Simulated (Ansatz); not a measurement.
A (100) slab of InSb (F-43m (No. 216)), 9 planes, outer planes Sb (top) and Sb (bottom), with 9 atoms (In4Sb5) in a surface cell of A = 21.485 Å², as cut from the bulk:

```xyz
9
Lattice="4.6352 0.0000 0.0000 0.0000 4.6352 0.0000 0.0000 0.0000 28.1103" Properties=species:S:1:pos:R:3 pbc="T T T"
Sb    0.0000    2.3176    7.5000
In    2.3176    2.3176    9.1388
Sb    2.3176    0.0000   10.7776
In    0.0000    0.0000   12.4164
Sb    0.0000    2.3176   14.0552
In    2.3176    2.3176   15.6939
Sb    2.3176    0.0000   17.3327
In    0.0000    0.0000   18.9715
Sb    0.0000    2.3176   20.6103
```

Computed with Ansatz 0.2.0, DFT r2SCAN, scalar-relativistic, plane waves, PAW. Settings: cutoff 500 eV, Γ-centred mesh 8×8×1 on the computed 9-atom cell, Gaussian smearing of 0.10 eV; no spin polarisation. The cell repeats along c with a dipole correction in the vacuum.

The relaxed slab holds 4 formula units of InSb and 1 further Sb. Against those formula units in the bulk and the further Sb in its standard state it lies 2.975 eV higher. The formation energy of InSb from the standard states is -0.497 eV a formula unit (uncorrected, no zero-point or thermal terms).

(1) Over what range can the chemical potential of Sb vary, and what is the surface energy at both ends?

(2) How does its energy depend on growth conditions?

Answers

(1) In contact with the bulk, μ(Sb) + μ(In) is fixed. With Δμ counted from the standard states, Δμ(Sb) ≤ 0 keeps elemental Sb from forming, and Δμ(In) ≤ 0 requires Δμ(Sb) ≥ ΔH = -0.497 eV. Other compounds of Sb and In can narrow this range. Then γ, the mean of both faces, = [2.975 eV − 1.00·Δμ(Sb)]/(2A). At the Sb-rich end (Δμ = 0): 2.975/(2 × 21.485) × 16.02 = 1.11 J/m². At the Sb-poor end: (2.975 + 0.497)/(2 × 21.485) × 16.02 = 1.29 J/m².

(2) It carries an excess of Sb, so its energy falls by 0.37 J/m² for each eV that μ(Sb) rises: Sb-rich conditions lower it; whether it appears depends on the other terminations.

The surface energy falls from 1.29 to 1.11 J/m² between the Sb-poor and Sb-rich limits, so even the favourable reservoir leaves most of the cost in place. That cost is mainly electronic: cutting the (100) plane leaves each outer Sb with two broken bonds to In, and the resulting dangling orbitals hold too few electrons to become filled lone pairs. Real Sb-rich InSb(100) relieves this by forming Sb dimers in larger reconstructed cells. The single surface atom per layer in this cell rules out such pairing, so the values probably lie well above those of the reconstructed surface. The two faces of the ideal cut are related by a fourfold rotoinversion, so the mean should describe each face unless relaxation breaks that equivalence. The formation energy of -0.497 eV is more exothermic than calorimetry gives, probably because the functional treats the metallic bonding in the elements and the covalent bonding in the compound unevenly. This widens the accessible range of μ(Sb) and overstates the Sb-poor surface energy relative to the Sb-rich one.
